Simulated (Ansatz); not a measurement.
**Lattice dynamics at Γ of ZnS (zincblende)**

Perturbation theory with PBEsol in the PAW code Ansatz on the PBEsol cell, ground state and force constants on an 8×8×8 mesh. No spin polarisation and no zero-point or thermal motion.

Space group F-43m (No. 216), cubic; a = 5.357 Å in the conventional setting, 19.21 Å³ an atom. Around Zn lie 4 S at 2.32 Å; around S lie 4 Zn at 2.32 Å.

```
Zn S
1.0
     0.00000    2.67832    2.67832
     2.67832    0.00000    2.67832
     2.67832    2.67832    0.00000
Zn S
1 1
Direct
  0.00000 0.00000 0.00000
  0.25000 0.25000 0.25000
```

Optical modes without the longitudinal term:

| ω (cm⁻¹) | degeneracy | IR intensity, summed over the level ((D/Å)²/amu) |
| --- | --- | --- |
| 279 | 3 | 12.20 |

The optical mode at Γ lies at 279 cm⁻¹ without the longitudinal term. With the long-range field the highest mode reaches 339 cm⁻¹. The program warns that the force constants, and all that is formed from them, aren't settled on this k mesh.

The clamped-ion dielectric constant comes out as 6.09 in all directions. With the ions relaxed, ε⁰ is 9.0 in all directions. Born charges, averaged over directions: Zn +1.95, S -1.95 e.

With one polar mode in a cubic crystal the Lyddane-Sachs-Teller relation applies: (ω_LO/ω_TO)² = (338.7/278.7)² = 1.477, and ε⁰/ε∞ = 9.001/6.095 = 1.477. The refractive index √ε∞ is 2.47.

For comparison, on the r2SCAN cell the mean ε∞ is 5.43 with r2SCAN (ground state on 6×6×6; least gap 2.71 eV), 5.93 with PBE (ground state on 6×6×6; least gap 2.15 eV).
